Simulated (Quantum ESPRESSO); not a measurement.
Runs of Quantum ESPRESSO 7.5 on TiAl. Symmetry: Pm-3m, No. 221, cubic system. Conventional cell: a = 3.179 Å, b = 3.179 Å, c = 3.179 Å, α = 90.00°, β = 90.00°, γ = 90.00°. Ti (site symmetry m-3m) is surrounded by 8 Al at 2.75 Å. Al (site symmetry m-3m) has 8 Ti at 2.75 Å as nearest neighbours. The cell comes from a database or a generator and needn't be the stable form of this composition.

```tsv
task	level	potentials or basis	U	k mesh	smearing	start of the occupations	hubbard projectors	mixing beta	q mesh	form of the LDA correlation	gap on the mesh (eV)	pressure (GPa)
Hubbard U by linear response	PBEsol+U	GBRV 1.5 PBEsol	Ti d U = 0.0001 eV	6 × 6 × 6	cold 0.2 eV	default	ortho-atomic	0.3	3 × 3 × 3	-	none	(a)
Hubbard U by linear response	PBEsol+U	GBRV 1.5 PBEsol	Ti d U = 4.0 eV	6 × 6 × 6	cold 0.2 eV	default	ortho-atomic	0.3	3 × 3 × 3	-	none	1.1
band structure	PBEsol	GBRV 1.5 PBEsol	-	8 × 8 × 8	fermi-dirac 0.05 eV	-	-	0.5	-	-	none	-2.5
Hubbard U by linear response	PBEsol+U	GBRV 1.5 PBEsol	Ti d U = 6.0 eV	6 × 6 × 6	cold 0.2 eV	default	ortho-atomic	0.3	3 × 3 × 3	-	none	4.2
```

Alike in all rows: no spin polarisation; cell as given; cutoff (eV) 612.

Question: Fill in the values left out.

Answer: (a) -2.8.

Caveats: U without spin polarisation on a metal has little footing (some runs); the U is typed as a test and isn't derived for this compound (some runs).

A k mesh can miss the band edges.

A gap of «none» marks a metal or a gap under the smearing width.

Not every run made on this cell is shown here.
